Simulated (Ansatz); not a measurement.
SiC (Moissanite): equation of state with m-r2SCAN

SiC (Moissanite):

```
CELL_PARAMETERS angstrom
3.07600 0.00000 0.00000
-1.53800 2.66389 0.00000
0.00000 0.00000 5.04800
ATOMIC_POSITIONS crystal
Si 0.66667 0.33333 0.50000
Si 0.33333 0.66667 0.00000
C 0.66667 0.33333 0.88500
C 0.33333 0.66667 0.38500
```

| Quantity | Value |
| --- | --- |
| Program | Ansatz 0.2.0 |
| Task | equation of state |
| Functional | m-r2SCAN |
| Potentials or basis | Ansatz PAW |
| Cutoff | 500 eV |
| Density cutoff | 2000 eV |
| k mesh | 10 × 10 × 5 |
| Occupations | fermi-dirac, width 0.05 eV |
| Spin | no spin polarisation |

```json
{
 "Equilibrium volume": "10.35 Å³/atom",
 "Bulk modulus at fixed shape and positions": "227 GPa",
 "Pressure derivative of the bulk modulus": "3.9"
}
```

Energy against volume, from the lowest point:
| volume (Å³/atom) | energy (meV/atom) |
| --- | --- |
| 9.721 | 30.01 |
| 9.927 | 13.07 |
| 10.134 | 3.28 |
| 10.341 | 0.00 |
| 10.548 | 2.61 |
| 10.755 | 10.56 |
| 10.961 | 23.37 |

All runs of the series together: 17 s on 2 threads of Arm Neoverse V2, with other jobs on the host.

Caveat: the cell was scaled at fixed shape and fractional positions, which overstates the stiffness of a crystal with free parameters, most of all of layers and chains; the PAW data sets were made with another functional, which shifts forces and pressure a little.
